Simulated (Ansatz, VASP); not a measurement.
**One calculation of CdH2, two programs**

INCAR

```
SYSTEM = CdH2
PREC = Accurate
ENCUT = 520
EDIFF = 1E-6
ISMEAR = -1
SIGMA = 0.05
LREAL = .False.
LASPH = .True.
NELM = 100
ALGO = Normal
ISIF = 2
LWAVE = .False.
LCHARG = .False.
GGA = PE
NBANDS = 14
```

The input KPOINTS:

```
Automatic mesh
0
Gamma
  11 11 11
  0 0 0
```

File POSCAR:

```
CdH2
1.0
    0.0000000000      2.5527748203      2.5527748203
    2.5527748203      0.0000000000      2.5527748203
    2.5527748203      2.5527748203      0.0000000000
Cd H
1 2
Direct
    0.0000000000      0.0000000000      0.0000000000
    0.2500000000      0.2500000000      0.2500000000
    0.7500000000      0.7500000000      0.7500000000
```

Input for Ansatz:

```yaml
crystal:
  lattice:
    - [0.0, 2.5527748203, 2.5527748203]
    - [2.5527748203, 0.0, 2.5527748203]
    - [2.5527748203, 2.5527748203, 0.0]
  atoms:
    - { symbol: Cd, position: [0.0, 0.0, 0.0] }
    - { symbol: H, position: [0.25, 0.25, 0.25] }
    - { symbol: H, position: [0.75, 0.75, 0.75] }
kpoints:
  mp_grid: { grid: [11, 11, 11] }
  band_path:
    path:
      - [0.0, 0.0, 0.0]
      - [0.5, 0.0, 0.5]
      - [0.625, 0.25, 0.625]
      - [0.375, 0.375, 0.75]
      - [0.0, 0.0, 0.0]
      - [0.5, 0.5, 0.5]
      - [0.5, 0.25, 0.75]
      - [0.5, 0.0, 0.5]
    npoints: 8
scf:
  occupations: { method: fermi_dirac, width: 0.05 }
hamiltonian:
  xc: pbe
  pseudopotentials: { kind: all_electron, lapw: { basis_error: 0.001 } }
output:
  forces: true
  stress: true
  eigenvalues: true
  populations: true
  dos: { projected: true, de: 0.2, e_range: [-14, 8] }
```

The cell comes from a database or a generator and needn't be the stable form of this composition.

Alike in both runs: task single point; functional PBE; k mesh 11 × 11 × 11; occupations fermi-dirac, width 0.05 eV; no spin polarisation.

|  | VASP | Ansatz |
| --- | --- | --- |
| version | VASP 6.6.1 | Ansatz 0.2.0 |
| potentials or method | VASP PAW PBE potentials, release 64 (Cd, H) | all-electron LAPW, scalar-relativistic |
| plane-wave cutoff (eV) | 520 | see its input |

VASP gave:

```
pressure (GPa) : 0.3
```

Q: Which values does Ansatz return?

A: Pressure (GPa): 0.0.

Ansatz ran all-electron here, so the differences hold the error of VASP's frozen core and of both bases.
